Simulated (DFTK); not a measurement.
# KCl (Sylvite) under changes of volume

One of the cells (31.151 Å³/atom); the others are scaled copies at fixed shape and fractional positions:

```
K Cl
1.0
     0.00000    3.14647    3.14647
     3.14647    0.00000    3.14647
     3.14647    3.14647    0.00000
K Cl
1 1
Direct
  0.00000 0.00000 0.00000
  0.50000 0.50000 0.50000
```

* Program: DFTK 0.8.2
* Functional: PBE
* Potentials or basis: dojo.nc.sr.pbe.v0_4_1.standard.upf (PBE)
* Cutoff: 1007 eV
* k mesh: 7 × 7 × 7
* Occupations: fermi-dirac, width 0.05 eV
* Spin: no spin polarisation

| volume (Å³/atom) | energy over the lowest point (meV/atom) | pressure (GPa) | gap on the mesh (eV) |
| --- | --- | --- | --- |
| 29.282 | 19.38 | 2.2 | 5.41 |
| 29.905 | ? | ? | ? |
| 30.528 | 6.63 | 1.2 | 5.26 |
| 31.151 | 2.93 | 0.7 | 5.19 |
| 31.774 | 0.78 | 0.4 | 5.12 |
| 32.397 | 0.00 | 0.0 | 5.06 |
| 33.020 | 0.45 | -0.3 | 4.99 |

Q: What does the run at 29.905 Å³/atom give?

A: Energy over the lowest point 12.04 meV/atom; pressure 1.6 GPa; gap on the mesh 5.33 eV.

Worked out: A Birch-Murnaghan fit of order 3 (a polynomial in V^(-2/3)) to the other rows has its minimum at 32.47 Å³/atom with B0 = V·E''(V) = 16.3 GPa and B' = 4.8. It gives 12.04 meV/atom at 29.905 Å³/atom, against the run's 12.04, and -dE/dV = 1.6 GPa, against 1.6. A straight line through the other rows of the gap, of slope -3.48 eV per unit of ln V (its deformation potential), gives 5.33 eV, against the run's 5.33.

Energies are extrapolated to zero smearing.

Caveats: an odd mesh through Γ misses points on the zone boundary, where band edges often lie (some runs).
